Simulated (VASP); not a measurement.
**PbS: single point with r2SCAN**

The system is PbS.

```xyz
2
Lattice="3.6351 0.0000 0.0000 0.0000 3.6351 0.0000 0.0000 0.0000 3.6351" Properties=species:S:1:pos:R:3 pbc="T T T"
Pb    0.0000    0.0000    0.0000
S     1.8176    1.8176    1.8176
```

The cell was built by a generator and needn't be a form met in nature.

```
Program                : VASP 6.6.1
Task                   : single point
Functional             : r2SCAN
Potentials or basis    : VASP PAW PBE potentials, release 64 (Pb_d, S)
Cutoff                 : 520 eV
k mesh                 : 6 × 6 × 6
Occupations            : fermi-dirac, width 0.02 eV
Spin                   : no spin polarisation
Dipole correction      : no
Further INCAR settings : ALGO = Normal; EDIFF = 1e-06; NBANDS = 17
```

* Pressure: 0.0 GPa
* Band gap on the k mesh: none (metal or under the smearing width)

Levels at points of the mesh, in eV from the Fermi level:
```tsv
k point	band 7	band 8	band 9	band 10	band 11	band 12	band 13	band 14
(0.00, 0.00, 0.00)	-6.83	-1.73	-1.73	-1.73	5.96	5.96	7.02	7.02
(0.50, 0.00, 0.00)	-9.32	-0.56	-0.56	-0.10	0.67	4.21	4.21	7.20
(0.50, 0.50, 0.00)	-7.47	-4.64	-4.64	-0.36	4.59	4.59	6.30	7.84
(0.50, 0.50, 0.50)	-6.13	-2.55	-2.55	-2.55	-0.32	-0.32	-0.32	14.92
```

It took 41 s on 1 thread of Intel(R) Xeon(R) Platinum 8488C (Sapphire Rapids), with other jobs on the host, peak memory 0.17 GiB.

Caveat: the PAW data sets were made with another functional, which shifts forces and pressure a little. Spin-orbit coupling is left out, which matters for the levels of Pb.
